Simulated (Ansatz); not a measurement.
What strain does to BaS (zincblende)

BaS in the zincblende structure, relaxed with r2SCAN in the PAW code Ansatz. Space group F-43m (No. 216), cubic; a = 7.039 Å in the conventional setting, 43.59 Å³ an atom. Around Ba lie 4 S at 3.05 Å; around S lie 4 Ba at 3.05 Å.

The axes x, y and z are those of this cell:
```yaml
crystal:
  lattice:
    - [0.00000, 3.51941, 3.51941]
    - [3.51941, 0.00000, 3.51941]
    - [3.51941, 3.51941, 0.00000]
  atoms:
    - { symbol: Ba, position: [0.00000, 0.00000, 0.00000] }
    - { symbol: S, position: [0.25000, 0.25000, 0.25000] }
```

Unstrained: The PBE gap is indirect, 2.747 eV (W to Γ), below the direct gap of 3.419 eV at Γ. The r2SCAN gap is indirect, 3.068 eV (W to Γ), below the direct gap of 3.698 eV at W. The HSE06 gap is indirect, 3.641 eV (W to Γ), below the direct gap of 4.350 eV at Γ. Meshes: PBE 6×6×6, r2SCAN 6×6×6, HSE06 4×4×4. Strains are changes of length per length. After each strain the atoms were relaxed again with r2SCAN within the symmetry that the strain leaves, so tilts or polar shifts that break it weren't tested; points keep the names that they have in the unstrained zone. (Calculated; spin-unpolarised; the phase may be known or hypothetical.)

Changes of the least gap in eV (an overlap counts as a negative gap):
```csv
strain,volume change (%),space group,PBE,r2SCAN,HSE06,"energy rise, r2SCAN (meV/atom)"
"biaxial +1.22 % in x and y, z held",+2.5,I-4m2,-0.046,-0.044,-0.050,2.4
"epitaxial -2.28 % in the xy plane, free normal strain +3.82 %",-0.9,I-4m2,-0.021,-0.017,-0.019,1.4
```

Biaxial +1.22 % in x and y, z held. HSE06: the gap goes from 3.641 to 3.591 eV (-0.050 eV). Stress change with r2SCAN, compression positive: xx -0.68, yy -0.68, zz -0.64 GPa.

Epitaxial -2.28 % in the xy plane, free normal strain +3.82 %. HSE06: the gap goes from 3.641 to 3.622 eV (-0.019 eV); the edges go from W → Γ to (0.312, -1/2, -0.188) → Γ. Stress change with r2SCAN, compression positive: xx +0.26, yy +0.26, zz +0.01 GPa.

Spin-orbit coupling is left out.

Where an edge lies off the special points, it is a point of the mesh or the k point where a search put PBE's edge or least direct gap, reused for the other functionals, whose own edges may lie a little apart.

Coordinates of k points refer to the reciprocal vectors of the primitive cell of the runs.

The meshes of the hybrids are coarse, so their gaps aren't converged to the digits shown.
